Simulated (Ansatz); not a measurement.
# AlN (P6_3mc): how the settings move a single-point run

Aim: see which settings change the result for AlN (P6_3mc), by how much, and at what cost.

Computed with Ansatz 0.2.0 (reference: DFT r2SCAN, scalar-relativistic, plane waves, PAW, unless a step's input says otherwise).

1 further run of the same task is left out (set aside as unsound or not needed).

## Step 1: The starting structure

The structure is hexagonal, space group P6_3mc (No. 186). Conventional cell: a = 3.107 Å, b = 3.107 Å, c = 4.978 Å, α = 90.00°, β = 90.00°, γ = 120.00°. Al (site symmetry 3m) has 4 N at 1.89 to 1.90 Å as nearest neighbours. N (site symmetry 3m) is surrounded by 4 Al at 1.89 to 1.90 Å.

Coordinates:

```cif
data_structure
_symmetry_space_group_name_H-M 'P 1'
_symmetry_Int_Tables_number 1
_cell_length_a 3.1068
_cell_length_b 3.1068
_cell_length_c 4.9780
_cell_angle_alpha 90.000
_cell_angle_beta 90.000
_cell_angle_gamma 120.000
_cell_volume 41.61
loop_
_atom_site_label
_atom_site_type_symbol
_atom_site_fract_x
_atom_site_fract_y
_atom_site_fract_z
_atom_site_occupancy
Al1 Al 0.33333 0.66667 0.00161 1
Al2 Al 0.66667 0.33333 0.50161 1
N1 N 0.33333 0.66667 0.38339 1
N2 N 0.66667 0.33333 0.88339 1
```

## Step 2: Baseline

input.yaml

```yaml
crystal:
  lattice:
    - [3.1067847149, 0.0, 0.0]
    - [-1.5533923575, 2.6905544872, 0.0]
    - [0.0, 0.0, 4.9780453772]
  atoms:
    - { symbol: Al, position: [0.3333333333, 0.6666666667, 0.0016092452] }
    - { symbol: Al, position: [0.6666666667, 0.3333333333, 0.5016092452] }
    - { symbol: "N", position: [0.3333333333, 0.6666666667, 0.3833907548] }
    - { symbol: "N", position: [0.6666666667, 0.3333333333, 0.8833907548] }
basis:
  ecutwfc: 500
  ecutrho_ratio: 4
kpoints:
  mp_grid: { grid: [8, 8, 6] }
  band_path:
    path:
      - [[0.0, 0.0, 0.0], [0.5, 0.0, 0.0], [0.33333333, 0.33333333, 0.0], [0.0, 0.0, 0.0], [0.0, 0.0, 0.5], [0.5, 0.0, 0.5], [0.33333333, 0.33333333, 0.5], [0.0, 0.0, 0.5]]
      - [[0.5, 0.0, 0.5], [0.5, 0.0, 0.0]]
      - [[0.33333333, 0.33333333, 0.5], [0.33333333, 0.33333333, 0.0]]
    npoints: 14
hamiltonian:
  xc: r2scan
scf:
  occupations: { method: gaussian, width: 0.05 }
  n_extra_bands: 15
output:
  forces: true
  stress: true
  eigenvalues: true
  populations: true
  dos: { projected: true, de: 0.02, nscf_kmesh: { grid: [12, 12, 9] } }
  bader: true
  write_density: true
  write_potential: true
  elf: true
  volumetric_format: npy
```

Run with:

```sh
> ansatz run input.yaml --threads 4 --pin off --max-ram 7168MiB --backend cpu --events-out ev --progress --plain --runs-dir out
```

## Step 3: A further run, with the input changed

input.yaml

```yaml
crystal:
  lattice:
    - [3.106784714904, 2.886744231186e-11, 0.0]
    - [-1.553392357477, 2.690554487182, 0.0]
    - [0.0, 0.0, 4.9780453772]
  atoms:
    - { symbol: Al, position: [0.3333333333333, 0.6666666666667, 0.0016092452] }
    - { symbol: Al, position: [0.6666666666667, 0.3333333333333, 0.5016092452] }
    - { symbol: "N", position: [0.3333333333333, 0.6666666666667, 0.3833907548] }
    - { symbol: "N", position: [0.6666666666667, 0.3333333333333, 0.8833907548] }
basis:
  ecutwfc: 500
  ecutrho_ratio: 4
kpoints:
  mp_grid: { grid: [8, 8, 6] }
hamiltonian:
  xc: r2scan
  dispersion: d3bj
scf:
  occupations: { method: gaussian, width: 0.05 }
  convergence: { dr2_threshold: 0.0001 }
output:
  forces: true
  stress: true
```

## Step 5: Changing settings: xc_grid 1

input.yaml

```yaml
crystal:
  lattice:
    - [3.106784714904, 2.886744231186e-11, 0.0]
    - [-1.553392357477, 2.690554487182, 0.0]
    - [0.0, 0.0, 4.9780453772]
  atoms:
    - { symbol: Al, position: [0.3333333333333, 0.6666666666667, 0.0016092452] }
    - { symbol: Al, position: [0.6666666666667, 0.3333333333333, 0.5016092452] }
    - { symbol: "N", position: [0.3333333333333, 0.6666666666667, 0.3833907548] }
    - { symbol: "N", position: [0.6666666666667, 0.3333333333333, 0.8833907548] }
basis:
  ecutwfc: 500
  ecutrho_ratio: 4
  xc_grid: 1
kpoints:
  mp_grid: { grid: [8, 8, 6] }
hamiltonian:
  xc: r2scan
scf:
  occupations: { method: gaussian, width: 0.05 }
output:
  forces: true
  stress: true
```

## Step 6: Variant: ecutwfc 250 eV, occupations.method methfessel_paxton, occupations.width 0.001

input.yaml

```yaml
crystal:
  lattice:
    - [3.106784714904, 2.886744231186e-11, 0.0]
    - [-1.553392357477, 2.690554487182, 0.0]
    - [0.0, 0.0, 4.9780453772]
  atoms:
    - { symbol: Al, position: [0.3333333333333, 0.6666666666667, 0.0016092452] }
    - { symbol: Al, position: [0.6666666666667, 0.3333333333333, 0.5016092452] }
    - { symbol: "N", position: [0.3333333333333, 0.6666666666667, 0.3833907548] }
    - { symbol: "N", position: [0.6666666666667, 0.3333333333333, 0.8833907548] }
basis:
  ecutwfc: "250 eV"
  ecutrho_ratio: 4
kpoints:
  mp_grid: { grid: [8, 8, 6] }
hamiltonian:
  xc: r2scan
scf:
  occupations: { method: methfessel_paxton, width: 0.001 }
output:
  forces: true
  stress: true
```

(Steps that only read results are left out.)

What does the calculation give? Wanted: for each run, ending; energy change; pressure; gap; force.

**Answer**, as computed:

| run | ending | energy change | pressure (GPa) | gap (eV) | force (eV/Å) | cycles | time |
| --- | --- | --- | --- | --- | --- | --- | --- |
| reference | converged | 0 | 0.0 | 4.88 | 0.01 | 7 | 34 s |
| 1: dispersion d3bj, dr2_threshold 0.0001 | converged | -127.1 meV/atom (offset of the dispersion model) | -2.0 | 4.88 | 0.01 | 6 | 2.3 s |
| 2: xc_grid 1 | converged | -0.3 meV/atom | 0.1 | 4.88 | 0.02 | 7 | 1.9 s |
| 3: ecutwfc 250 eV, occupations.method methfessel_paxton, occupations.width 0.001 | converged | +530.3 meV/atom (σ→0) | 4.3 | 4.74 | 0.02 | 7 | 1.4 s |

Times don't compare one to one where runs were asked for different outputs or read a saved state (see the inputs); cycles may leave out searches for a lower state.

Residual by cycle in the longest SCF loop of each run; runs are numbered as in the table. The quantity is the density residual dr2, in eV.

| cycle | reference | run 1 | run 2 | run 3 |
| --- | --- | --- | --- | --- |
| 1 | 0.0176 | 0.0175 | 0.0176 | 0.0844 |
| 2 | 0.00379 | 0.00381 | 0.0038 | 0.0293 |
| 3 | 1.4e-4 | 1.4e-4 | 1.3e-4 | 0.00366 |
| 4 | 1.5e-5 | 1.5e-5 | 1.5e-5 | 1.6e-4 |
| 5 | 9.8e-7 | 1.1e-6 | 1.2e-6 | 1.7e-5 |
| 6 | 2.0e-7 | 2.5e-7 | 2.7e-7 | 3.4e-7 |
| 7 | 1.7e-8 | - | 2.1e-8 | 1.3e-8 |

**Reading.** Run 3 ran under the cutoff that the potentials recommend, as the log warns, so basis error is mixed into its values.

These are semilocal Kohn-Sham gaps, which aren't the measured quantity. Such gaps usually fall short of the measured ones.
